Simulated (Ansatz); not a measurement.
## Rh(001): from terraces to steps

Method: DFT PBE, scalar-relativistic, plane waves, PAW in Ansatz.

Cutoff 420 eV, Γ-centred meshes of like density (2×12×1 for the 24-atom cell), Gaussian smearing of 0.10 eV, energies at zero smearing and 0 K, each start's symmetry kept, no spin polarisation.

A (001) slab of relaxed bulk Rh (Fm-3m, 14.05 Å³/atom, gap on the mesh 0.00 eV), 4 planes in a 6×1 cell with the lowest 2 held; added atoms sit on lattice sites of the next plane. A dipole correction is on. The surface energy is the mean of the held and the free face; step energies are per length and the mean of the stripe's two steps, which run along the shortest translation of the plane; step and island energies count from the flat slab and bulk atoms.

The flat slab gives a surface energy of 2.50 J/m² (156.2 meV/Å²); planes follow at h = 1.91 Å, and an atom takes 7.33 Å² of its plane.

Task: Estimate the step energy β from the surface energy and compare with the stripes.

Result: A step opens a strip of height h, so a first guess is γh = 156.2 × 1.91 = 299 meV/Å. Computed: 53 meV/Å for the stripe 2 surface cells wide, 37 meV/Å for the stripe 3 surface cells wide, 0.18 and 0.12 of the guess. The step costs less than a free strip of the same face. The two widths differ by 17 meV/Å (before rounding), from step–step interaction and confinement in so narrow a cell, or from the k mesh, which in a metal moves β by several meV/Å. A vicinal face tilted by θ holds tan θ/h steps per length, so its energy per terrace area is γ + (β/h) tan θ for far-apart steps, with β/h = 0.31 J/m² from the wider stripe and 0.45 from the narrower, so β isn't converged with width.

Slabs of three or four planes are thin, so both faces still feel each other.

Small energy differences in metals hang on the k mesh (about 10 mJ/m² or 1 to 2 meV/atom on the mesh of the relaxation).

Both stripes put the step energy far below the γh estimate, mainly because that estimate counts bonds that a step doesn't break. A close-packed step on an fcc (001) face exposes a slanted, densely packed microfacet rather than an upright strip of (001). Each edge atom loses only one in-plane neighbour relative to a terrace atom, while atoms at the foot of the step regain some of their missing coordination. Simple nearest-neighbour counting therefore also falls below γh, though not as far as the computed values; the remainder may come from relaxation at the edge and non-pairwise d bonding, or from finite-size and sampling errors.

In the narrower stripe every added atom belongs to an edge row, so it resembles a wire more than a terrace bounded by two independent steps. The positive step energies suggest a cusp in the surface energy at (001), with small tilts costing energy. Whether a vicinal face would stay intact or break into facets also depends on the energies of competing orientations.
